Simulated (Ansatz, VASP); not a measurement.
## Two plane-wave programs on AgCl

```
CELL_PARAMETERS angstrom
3.46897 0.00000 0.00000
0.00000 3.46897 0.00000
0.00000 0.00000 3.46897
ATOMIC_POSITIONS crystal
Ag 0.00000 0.00000 0.00000
Cl 0.50000 0.50000 0.50000
```

Alike in both runs: task single point; functional PBE; k mesh 10 × 10 × 10; occupations gaussian, width 0.05 eV; no spin polarisation.

|  | VASP | Ansatz |
| --- | --- | --- |
| version | VASP 6.6.1 | Ansatz 0.2.0 |
| potentials or method | VASP PAW PBE potentials, release 64 (Ag, Cl) | scalar-relativistic, plane waves, PAW |
| plane-wave cutoff (eV) | 520 | 420 |
| valence electrons in the cell | 18 | 26 |

|  | VASP | Ansatz | Ansatz less VASP |
| --- | --- | --- | --- |
| gap on the k mesh at the Fermi level (eV) | 0.57 | 0.57 | 0.000 |
| least direct gap on the mesh (eV) | 1.97 | 1.97 | 0.000 |
| pressure (GPa) | -1.5 | -1.4 | +0.12 |

The two sets of potentials don't hold the same shells in valence.

A k mesh can miss the band edges.
